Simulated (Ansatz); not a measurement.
# Al: do energies and stresses tell the same story?

The calculation used DFT PBEsol, scalar-relativistic, plane waves, PAW in Ansatz 0.2.0.

Cutoff 420 eV; k points 18×18×18 on the computed 1-atom cell (Γ-centred); Gaussian smearing, width 0.10 eV; no spin polarisation.

Relaxed cell: Im-3m, a = 3.213 Å, b = 3.213 Å, c = 3.213 Å, α = 90.00°, β = 90.00°, γ = 90.00°, 1 atom in the primitive cell. This bcc form isn't the element's structure at ambient conditions.

Energies at zero smearing and pressures from the stress tensor, at volumes with shape and atoms relaxed:
| V (Å³/atom) | E − E(first) (meV/atom) | P (GPa) |
| --- | --- | --- |
| 14.593 | 0.00 | 12.24 |
| 15.090 | -31.86 | 8.42 |
| 15.588 | -52.91 | 5.19 |
| 16.085 | -64.76 | 2.43 |
| 16.583 | -68.64 | 0.04 |
| 17.080 | -65.56 | -2.02 |
| 17.578 | -56.45 | -3.79 |
| 18.241 | -36.49 | -5.73 |

**Question.** Check P = −dE/dV between neighbouring volumes, and get the bulk modulus from the pressures alone.

**Answer.** With 1 eV/Å³ = 160.2 GPa:
```
middle V (Å³/atom)  −ΔE/ΔV (GPa) mean P (GPa)
            14.841        10.262        10.331
            15.339         6.778         6.806
            15.836         3.816         3.807
            16.334         1.250         1.233
            16.831        -0.992        -0.989
            17.329        -2.933        -2.903
            17.909        -4.821        -4.758
```

The two differ by 0.07 GPa at most. The mean of two end pressures misses the average over a step by about ΔV² P″/12, up to 0.05 GPa here; with that taken off 0.05 GPa remains. The stress is the derivative of the free energy, not of the energy at zero smearing, and with free energies 0.01 GPa remains. Around V = 16.583 Å³/atom, the two neighbours give B = −V ΔP/ΔV = 16.583 × 4.44 / 0.995 = 74.1 GPa, against B0 = 73.8 GPa from the Birch–Murnaghan fit of the energies.